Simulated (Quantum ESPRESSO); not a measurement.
# C under changes of volume

One of the cells (9.153 Å³/atom); the others are scaled copies at fixed shape and fractional positions:

```
CELL_PARAMETERS angstrom
2.12732 -1.22828 0.00000
2.12732 1.22828 0.00000
-1.37907 0.00000 3.50283
ATOMIC_POSITIONS crystal
C 0.16664 0.16664 0.99991
C 0.83336 0.83336 0.00009
```

This is a stacking variant of graphite.

| Item | Value |
| --- | --- |
| Program | Quantum ESPRESSO 7.5 |
| Functional | LDA |
| Potentials or basis | GBRV 1.5 LDA |
| Cutoff | 612 eV |
| Density cutoff | 4898 eV |
| k mesh | 13 × 13 × 8 |
| Occupations | fermi-dirac, width 0.05 eV |
| Spin | no spin polarisation |

```tsv
volume (Å³/atom)	energy over the lowest point (meV/atom)	pressure (GPa)	gap on the mesh (eV)
8.604	16.89	13.5	0.92
8.787	?	?	?
8.970	0.00	1.0	0.91
9.153	1.68	-4.5	0.90
9.336	9.33	-9.4	0.89
9.519	22.41	-14.0	0.89
9.702	40.47	-18.1	0.88
```

What does the run at 8.787 Å³/atom give?

Energy over the lowest point 4.84 meV/atom; pressure 7.0 GPa; gap on the mesh 0.91 eV.

Worked out: A Birch-Murnaghan fit of order 3 (a polynomial in V^(-2/3)) to the other rows has its minimum at 9.01 Å³/atom with B0 = V·E''(V) = 276 GPa and B' = 3.5 at fixed shape and positions, which overstates the stiffness. It gives 4.86 meV/atom at 8.787 Å³/atom, against the run's 4.84, and -dE/dV = 7.3 GPa, against 7.0. A straight line through the other rows of the gap, of slope -0.335 eV per unit of ln V, gives 0.91 eV, against the run's 0.91.

Energies are extrapolated to zero smearing.

Caveats: an odd mesh through Γ misses points on the zone boundary, where band edges often lie.
